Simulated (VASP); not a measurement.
Input of a VASP 6.6.1 run:

The input POSCAR:

```
GaP
1.0
    0.0000000000      2.7252500000      2.7252500000
    2.7252500000      0.0000000000      2.7252500000
    2.7252500000      2.7252500000      0.0000000000
Ga P
1 1
Direct
    0.0000000000      0.0000000000      0.0000000000
    0.7500000000      0.7500000000      0.7500000000
```

Contents of INCAR.step1:

```
SYSTEM = GaP
PREC = Accurate
ENCUT = 520
EDIFF = 1E-5
ISMEAR = -1
SIGMA = 0.05
LREAL = .FALSE.
LASPH = .TRUE.
NELM = 80
ALGO = Normal
ISIF = 2
LWAVE = .TRUE.
LCHARG = .FALSE.
GGA = PE
```

The input INCAR.step2:

```
SYSTEM = GaP
PREC = Accurate
ENCUT = 520
EDIFF = 1E-7
ISMEAR = -1
SIGMA = 0.05
LREAL = .FALSE.
LASPH = .TRUE.
NELM = 80
ALGO = Normal
ISIF = 2
LWAVE = .FALSE.
LCHARG = .FALSE.
METAGGA = MBJ
ISTART = 1
```

File KPOINTS:

```
Automatic mesh
0
G
  8 8 8
  0 0 0
```

Contents of KPOINTS_OPT:

```
path GXWKGLUWLK,UX
20
line-mode
reciprocal
 0.0000000000  0.0000000000  0.0000000000  G
 0.5000000000  0.0000000000  0.5000000000  X

 0.5000000000  0.0000000000  0.5000000000  X
 0.5000000000  0.2500000000  0.7500000000  W

 0.5000000000  0.2500000000  0.7500000000  W
 0.3750000000  0.3750000000  0.7500000000  K

 0.3750000000  0.3750000000  0.7500000000  K
 0.0000000000  0.0000000000  0.0000000000  G

 0.0000000000  0.0000000000  0.0000000000  G
 0.5000000000  0.5000000000  0.5000000000  L

 0.5000000000  0.5000000000  0.5000000000  L
 0.6250000000  0.2500000000  0.6250000000  U

 0.6250000000  0.2500000000  0.6250000000  U
 0.5000000000  0.2500000000  0.7500000000  W

 0.5000000000  0.2500000000  0.7500000000  W
 0.5000000000  0.5000000000  0.5000000000  L

 0.5000000000  0.5000000000  0.5000000000  L
 0.3750000000  0.3750000000  0.7500000000  K

 0.6250000000  0.2500000000  0.6250000000  U
 0.5000000000  0.0000000000  0.5000000000  X
```

Potentials or basis: VASP PAW PBE potentials, release 64 (Ga_d, P).

Command:

```bash
$ cat potpaw_PBE.64/Ga_d/POTCAR potpaw_PBE.64/P/POTCAR > POTCAR
$ cp INCAR.step1 INCAR
$ mpirun -np 1 vasp_std > vasp.out
$ cp INCAR.step2 INCAR
$ mpirun -np 1 vasp_std > vasp.out
```

Q: Estimate the band gap along the path.

A: 2.38 eV, indirect (least direct gap 2.95 eV).

Q: What does it give for the band gap on the k mesh?

A: 2.43 eV, indirect (least direct gap 2.95 eV).

Levels at the corners of the path, in eV from the valence-band top:
| point | band 7 | band 8 | band 9 | band 10 | band 11 | band 12 |
| --- | --- | --- | --- | --- | --- | --- |
| Γ | 0.00 | 0.00 | 0.00 | 2.95 | 4.61 | 4.61 |
| X | -6.35 | -2.53 | -2.53 | 2.43 | 2.65 | 11.69 |
| X | -6.35 | -2.53 | -2.53 | 2.43 | 2.65 | 11.69 |
| W | -6.14 | -3.33 | -3.15 | 5.29 | 5.66 | 6.83 |
| W | -6.14 | -3.33 | -3.15 | 5.29 | 5.66 | 6.83 |
| K | -6.14 | -3.66 | -2.12 | 2.98 | 5.51 | 8.99 |
| K | -6.14 | -3.66 | -2.12 | 2.98 | 5.51 | 8.99 |
| Γ | 0.00 | 0.00 | 0.00 | 2.95 | 4.61 | 4.61 |
| Γ | 0.00 | 0.00 | 0.00 | 2.95 | 4.61 | 4.61 |
| L | -6.25 | -1.05 | -1.05 | 2.59 | 5.41 | 5.41 |
| L | -6.25 | -1.05 | -1.05 | 2.59 | 5.41 | 5.41 |
| U | -6.14 | -3.66 | -2.12 | 2.98 | 5.51 | 8.99 |
| U | -6.14 | -3.66 | -2.12 | 2.98 | 5.51 | 8.99 |
| W | -6.14 | -3.33 | -3.15 | 5.29 | 5.66 | 6.83 |
| W | -6.14 | -3.33 | -3.15 | 5.29 | 5.66 | 6.83 |
| L | -6.25 | -1.05 | -1.05 | 2.59 | 5.41 | 5.41 |
| L | -6.25 | -1.05 | -1.05 | 2.59 | 5.41 | 5.41 |
| K | -6.14 | -3.66 | -2.12 | 2.98 | 5.51 | 8.99 |
| U | -6.14 | -3.66 | -2.12 | 2.98 | 5.51 | 8.99 |
| X | -6.35 | -2.53 | -2.53 | 2.43 | 2.65 | 11.69 |

**Experimental background.**

From “Stacking defects in GaP nanowires: Electronic structure and optical properties”, 2018, arxiv:1810.01194, for a bulk crystal of GaP at 10 K: band gap 2.34 eV (indirect).

Against the measured gap of GaP, 2.34 eV (indirect; 10 K; quoted in “Stacking defects in GaP nanowires: Electronic structure and optical properties”, 2018, arxiv:1810.01194), the calculated 2.38 eV is off by +0.04 eV. Spin-orbit coupling on Ga is left out. The value is that of TB-mBJ, without temperature or zero-point motion.
